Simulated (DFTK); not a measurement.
Runs of DFTK 0.8.2 on Sn. Symmetry: Fd-3m, No. 227, cubic system. Conventional cell: a = 6.467 Å, b = 6.467 Å, c = 6.467 Å, α = 90.00°, β = 90.00°, γ = 90.00°. Sn (site symmetry -43m) has 4 Sn at 2.80 Å as nearest neighbours. This isn't the form of Sn at room conditions, which is tetragonal (white tin).

| task | level | potentials or basis | cell | k mesh | cutoff (eV) | valence electrons | mesh quality | gap on the mesh (eV) | pressure (GPa) | V0 of scaled cells (Å³/atom) | B0 (GPa) |
| --- | --- | --- | --- | --- | --- | --- | --- | --- | --- | --- | --- |
| equation of state | LDA | cp2k.nc.sr.lda.v0_1.semicore.gth (LDA, GTH) | as given | 7 × 7 × 7 | 735 | Sn 4 | not flagged | - | - | 32.87 | 45 |
| band structure | PBEsol | SG15 1.2 (PBE) | as given | 6 × 6 × 6 | 1225 | Sn 14 | not flagged | none | (b) | - | - |
| single point | PBEsol | dojo.nc.sr.pbesol.v0_4_1.standard.upf (PBEsol) | atoms moved at random, drawn with an rms of 0.05 Å | 7 × 7 × 7 | 980 | Sn 14 | not flagged | none | 1.8 | - | - |
| band structure | BJ06 | cp2k.nc.sr.pbe.v0_1.largecore.gth (PBE, GTH) | as given | 7 × 7 × 7 | 952 | Sn 4 | not flagged | none | - | - | - |
| band structure | r2SCAN | in-house norm-conserving set (r2SCAN, scalar relativistic) | as given | 4 × 4 × 4 | 1225 | Sn 14 | coarse | none | 2.7 | - | - |
| band structure | LDA | cp2k.nc.sr.lda.v0_1.largecore.gth (LDA, GTH) | as given | 7 × 7 × 7 | 735 | Sn 4 | not flagged | none | -1.2 | - | - |
| equation of state | PBEsol | dojo.nc.sr.pbesol.v0_4_1.standard.upf (PBEsol) | as given | 7 × 7 × 7 | 980 | Sn 14 | not flagged | - | - | 35.08 | (a) |

Alike in all rows: no spin polarisation; smearing fermi-dirac 0.05 eV.

Question: Fill in the values left out.

Answer: (a) 41; (b) 1.2.

Caveats: some runs use coarse meshes; spin-orbit coupling is left out, which moves the levels of the heavy elements (some runs); GTH potentials come without recommended cutoffs, and this one wasn't checked for convergence (some runs); the potentials were made for another functional, which shifts forces and pressure (some runs); the program leaves the constant c of mgga_x_tb09 at 1, so the potential is Becke-Johnson's (BJ06) and not Tran and Blaha's, with levels but no total energy (some runs); the program warned that the kinetic-energy density falls under its von Weizsäcker bound, which can give unphysical results (some runs).

A k mesh can miss the band edges, and the runs leave out spin-orbit coupling on Sn.

A gap of «none» marks a metal or a gap under the smearing width.
